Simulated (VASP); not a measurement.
# MgO: convergence, band structure

MgO, Fm-3m (no. 225), 2 atoms in the cell. TPSS; PAW potentials Mg, O (PBE set). VASP 6.6.1.

Wanted: band energies at the path's corners within 0.1 eV; smallest gap over path and mesh within 0.05 eV.

What the run is for: bands; Accuracy asked: screening; Route: KPOINTS_OPT.

Band energies at the path's corners: counted from the valence top.

POSCAR:
```
MgO
1.0
    0.0000000000      2.0970013927      2.0970013927
    2.0970013927      0.0000000000      2.0970013927
    2.0970013927      2.0970013927      0.0000000000
Mg O
1 1
Direct
    0.0000000000      0.0000000000      0.0000000000
    0.5000000000      0.5000000000      0.5000000000
```

The series start from Plane-wave cutoff (eV): 460; k-point mesh: 7 × 7 × 7; k points a path segment: 12; Electronic threshold (eV): 1e-6; Precision mode (PREC): Accurate; Bands in all (NBANDS): 16; Aspherical gradient terms in the spheres (LASPH): yes. Each series keeps the choices made before it, and each single choice may use up half of a tolerance.

## Plane-wave cutoff (eV)

| Plane-wave cutoff (eV) | Band energies at the path's corners, largest deviation (eV) | Smallest gap over path and mesh (eV) | Time (s) |
|---|---|---|---|
| 320 | 0.18 | 4.987 | 78 |
| 400 | 0.04 | 4.970 | 102 |
| 460 | 0.01 | 4.954 | 96 |
| 520 | 0.01 | 4.947 | 98 |
| 640 (reference) | 0.00 | 4.950 | 93 |

## k-point mesh

| k-point mesh | Band energies at the path's corners, largest deviation (eV) | Smallest gap over path and mesh (eV) | Time (s) |
|---|---|---|---|
| 3 × 3 × 3 | 0.07 | 4.923 | 61 |
| 4 × 4 × 4 | 0.01 | 4.962 | 69 |
| 5 × 5 × 5 | 0.00 | 4.970 | 78 |
| 6 × 6 × 6 | 0.00 | 4.970 | 86 |
| 7 × 7 × 7 | 0.00 | 4.970 | 102 |
| 9 × 9 × 9 | 0.00 | 4.971 | 112 |
| 11 × 11 × 11 (reference) | 0.00 | 4.971 | 120 |

## Electronic threshold (eV)

| Electronic threshold (eV) | Band energies at the path's corners, largest deviation (eV) | Smallest gap over path and mesh (eV) | Time (s) |
|---|---|---|---|
| 0.001 | 0.00 | 4.955 | 30 |
| 0.0001 | 0.00 | 4.959 | 33 |
| 1e-5 | 0.00 | 4.961 | 40 |
| 1e-6 | 0.00 | 4.962 | 58 |
| 1e-7 (reference) | 0.00 | 4.962 | 51 |

## Precision mode (PREC)

| Precision mode (PREC) | Band energies at the path's corners, largest deviation (eV) | Smallest gap over path and mesh (eV) | Time (s) |
|---|---|---|---|
| SingleN | 0.01 | 4.953 | 21 |
| Normal | 0.00 | 4.958 | 18 |
| Accurate (reference) | 0.00 | 4.955 | 30 |

## Bands in all (NBANDS)

| Bands in all (NBANDS) | Band energies at the path's corners, largest deviation (eV) | Smallest gap over path and mesh (eV) | Time (s) |
|---|---|---|---|
| 6 | 0.06 | 4.957 | 12 |
| 7 | 0.00 | 4.953 | 15 |
| 8 | 0.00 | 4.952 | 15 |
| 10 | 0.00 | 4.952 | 14 |
| 16 | 0.00 | 4.953 | 21 |
| 26 (reference) | 0.00 | 4.957 | 22 |

## Aspherical gradient terms in the spheres (LASPH)

| Aspherical gradient terms in the spheres (LASPH) | Band energies at the path's corners, largest deviation (eV) | Smallest gap over path and mesh (eV) | Time (s) |
|---|---|---|---|
| no | 0.00 | 4.952 | 3.8 |
| yes (reference) | 0.00 | 4.953 | 15 |

## Question

The rows run from the loosest to the tightest. For each series: choose the loosest value from which every tighter one stays within half of the tolerance.

## Answer

- Plane-wave cutoff (eV): 400
- k-point mesh: 4 × 4 × 4
- Electronic threshold (eV): 0.001
- Precision mode (PREC): SingleN
- Bands in all (NBANDS): 7
- Aspherical gradient terms in the spheres (LASPH): no

Also changed on the way, by series that aren't shown: k points a path segment: 5.

## All choices together

| Input | Band energies at the path's corners, largest deviation (eV) | Smallest gap over path and mesh (eV) | Time (s) |
|---|---|---|---|
| the program's defaults (naive) | 0.05 | 4.971 | 15 |
| chosen settings | 0.04 | 4.952 | 3.8 |
| reference settings throughout | 0.00 | 4.950 | 265 |

The tolerance is met.

## The input

INCAR:
```
METAGGA = TPSS
ISMEAR = 0
SIGMA = 0.03
LWAVE = False
LCHARG = False
NBANDS = 7
PREC = SingleN
LASPH = False
LREAL = False
ALGO = Normal
EDIFF = 0.001
NELM = 120
GGA_COMPAT = False
ENCUT = 400
EFERMI = MIDGAP
LMIXTAU = True
```

KPOINTS:
```
Automatic mesh
0
Gamma
  4 4 4
  0 0 0
```

KPOINTS_OPT:
```
path GXWKGLUWLK,UX
5
line-mode
reciprocal
 0.0000000000  0.0000000000  0.0000000000  G
 0.5000000000  0.0000000000  0.5000000000  X

 0.5000000000  0.0000000000  0.5000000000  X
 0.5000000000  0.2500000000  0.7500000000  W

 0.5000000000  0.2500000000  0.7500000000  W
 0.3750000000  0.3750000000  0.7500000000  K

 0.3750000000  0.3750000000  0.7500000000  K
 0.0000000000  0.0000000000  0.0000000000  G

 0.0000000000  0.0000000000  0.0000000000  G
 0.5000000000  0.5000000000  0.5000000000  L

 0.5000000000  0.5000000000  0.5000000000  L
 0.6250000000  0.2500000000  0.6250000000  U

 0.6250000000  0.2500000000  0.6250000000  U
 0.5000000000  0.2500000000  0.7500000000  W

 0.5000000000  0.2500000000  0.7500000000  W
 0.5000000000  0.5000000000  0.5000000000  L

 0.5000000000  0.5000000000  0.5000000000  L
 0.3750000000  0.3750000000  0.7500000000  K

 0.6250000000  0.2500000000  0.6250000000  U
 0.5000000000  0.0000000000  0.5000000000  X
```

Commands:
```
cat potpaw_PBE.64/Mg/POTCAR potpaw_PBE.64/O/POTCAR > POTCAR
mpirun -np 1 vasp_std > vasp.out
```

The naive input happens to agree within the tolerance here, in 15 s.

Limits: TPSS gaps are mostly well below measured ones.

The chosen input took VASP 6.6.1 3.8 s on 1 core (Intel Xeon Platinum 8259CL @ 2.50GHz (Skylake/Cascade Lake)), a shared host.

## An input that fails: fixed density asked without a density file

VASP's message: ERROR: charge density could not be read from file CHGCAR for ICHARG>10.

Changes against the starting input:
```
- NELM = 120
+ NELM = 62
+ ICHARG = 11
```
